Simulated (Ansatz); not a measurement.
**MgB2: stress in a strained cell**

Aim: deform MgB2 (equal xx and yy strain of +3 %) and compute stress, forces and field gradients with LAPW, PAW and all-electron datasets made for the crystal.

Method: DFT PBE, scalar-relativistic, in Ansatz 0.2.0.

## 1. The system as given

Symmetry: P6/mmm, No. 191, hexagonal system. The conventional cell has a = 3.085 Å, b = 3.085 Å, c = 3.523 Å, α = 90.00°, β = 90.00°, γ = 120.00°. Mg (site symmetry 6/mmm) has 12 B at 2.51 Å as nearest neighbours. B (site symmetry -6m2) is surrounded by 3 B at 1.78 Å and 6 Mg at 2.51 Å.

As a file:

```xyz
3
Lattice="3.0850 0.0000 0.0000 -1.5425 2.6717 0.0000 0.0000 0.0000 3.5230" Properties=species:S:1:pos:R:3 pbc="T T T"
Mg    0.0000    0.0000    0.0000
B     0.0000    1.7811    1.7615
B     1.5425    0.8906    1.7615
```

Atoms are numbered in the order of the input: Mg1, B2, B3.

## 2. After the deformation

Space group P6/mmm before, P6/mmm after.

## 3. LAPW, all electrons

Input file input.yaml:

```yaml
crystal:
  lattice:
    - [3.1775507267, 0.0, 0.0]
    - [-1.5887753634, 2.7518396512, 0.0]
    - [0.0, 0.0, 3.523]
  atoms:
    - { symbol: Mg, position: [0.0, 0.0, 0.0] }
    - { symbol: B, position: [0.3333333333, 0.6666666667, 0.5] }
    - { symbol: B, position: [0.6666666667, 0.3333333333, 0.5] }
kpoints:
  mp_grid: { grid: [12, 12, 9] }
  band_path:
    path:
      - [0.0, 0.0, 0.0]
      - [0.5, 0.0, 0.0]
      - [0.3333333333, 0.3333333333, 0.0]
      - [0.0, 0.0, 0.0]
      - [0.0, 0.0, 0.5]
      - [0.5, 0.0, 0.5]
      - [0.3333333333, 0.3333333333, 0.5]
      - [0.0, 0.0, 0.5]
      - [0.5, 0.0, 0.5]
    npoints: 5
scf:
  occupations: { method: fermi_dirac, width: 0.05 }
hamiltonian:
  xc: pbe
  pseudopotentials: { kind: all_electron, lapw: { basis_error: 0.0005 } }
output:
  forces: true
  stress: true
  eigenvalues: true
```

Launch:

```sh
$ ansatz run input.yaml --threads 1 --pin off --max-ram 6144MiB --backend cpu --events-out ev --progress --plain --runs-dir out
```

## 4. Frozen-core PAW

Input file input.yaml:

```yaml
crystal:
  lattice:
    - [3.1775507267, 0.0, 0.0]
    - [-1.5887753634, 2.7518396512, 0.0]
    - [0.0, 0.0, 3.523]
  atoms:
    - { symbol: Mg, position: [0.0, 0.0, 0.0] }
    - { symbol: B, position: [0.3333333333, 0.6666666667, 0.5] }
    - { symbol: B, position: [0.6666666667, 0.3333333333, 0.5] }
kpoints:
  mp_grid: { grid: [12, 12, 9] }
scf:
  occupations: { method: fermi_dirac, width: 0.05 }
hamiltonian:
  xc: pbe
  pseudopotentials: { kind: paw }
output:
  forces: true
  stress: true
  eigenvalues: true
  efg: { contact_densities: true }
  write_density: true
  write_potential: true
  elf: true
  volumetric_format: npy
```

## 5. Datasets made for this crystal

input.yaml, as its differences from that of step 4:

```diff
@@ -15,3 +15,3 @@
   xc: pbe
-  pseudopotentials: { kind: paw }
+  pseudopotentials: { kind: all_electron, datasets: crystal }
 output:
@@ -21,5 +21 @@
   efg: { contact_densities: true }
-  write_density: true
-  write_potential: true
-  elf: true
-  volumetric_format: npy
```

(Steps that only read results are left out.)

**Question.** What will these runs give? Wanted: pressure; largest shear or deviatoric stress.

**Answer**, as computed:

| quantity | value |
| --- | --- |
| pressure | LAPW -10.00, PAW -9.96, crystal datasets -10.00 GPa |
| largest shear or deviatoric stress (LAPW) | 8.15 GPa |

**Reading.** The largest part of the stress beyond the pressure is 8.15 GPa in size, in the zz component; the atoms are carried along and not relaxed. No run of the undeformed cell stands beside it, so the pressure holds what the given cell had before the change. PAW: stress within 0.05 GPa of LAPW. Crystal datasets: stress within 0.01 GPa of LAPW.
